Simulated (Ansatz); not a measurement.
A run of Ansatz 0.2.0 is set up as follows.

input.yaml

```yaml
crystal:
  lattice:
    - [3.14, 0.0, 0.0]
    - [-1.57, 2.7193197679, 0.0]
    - [0.0, 0.0, 3.48]
  atoms:
    - { symbol: Hf, position: [0.0, 0.0, 0.0] }
    - { symbol: B, position: [0.6666666667, 0.3333333333, 0.5] }
    - { symbol: B, position: [0.3333333333, 0.6666666667, 0.5] }
hamiltonian:
  xc: pbesol
  pseudopotentials: { kind: paw }
kpoints:
  mp_grid: { grid: [10, 10, 8] }
  band_path:
    path:
      - [[0.0, 0.0, 0.0], [0.5, 0.0, 0.0], [0.3333333333, 0.3333333333, 0.0], [0.0, 0.0, 0.0], [0.0, 0.0, 0.5], [0.5, 0.0, 0.5], [0.3333333333, 0.3333333333, 0.5], [0.0, 0.0, 0.5]]
      - [[0.5, 0.0, 0.5], [0.5, 0.0, 0.0]]
      - [[0.3333333333, 0.3333333333, 0.0], [0.3333333333, 0.3333333333, 0.5]]
    npoints: 14
scf:
  occupations: { method: fermi_dirac, width: 0.05 }
  n_extra_bands: 7
output:
  forces: true
  stress: true
  eigenvalues: true
  fatbands: true
  write_density: true
  write_potential: true
  elf: true
  volumetric_format: npy
```

Potentials or basis: Ansatz PAW.

Command:

```sh
$ ansatz run input.yaml --threads 2 --pin off --max-ram 5632MiB --backend cpu --events-out ev --progress --plain --runs-dir out
```

(1) Estimate the band gap on the k mesh.

(2) What does it give for the pressure?

Answers

(1) none (metal or under the smearing width).

(2) -4.3 GPa.

Caveat: spin-orbit coupling is left out, which moves the levels of the heavy elements; the PAW data sets come from PBE, with cores solved anew for the run's functional, which leaves a small shift of forces and pressure.
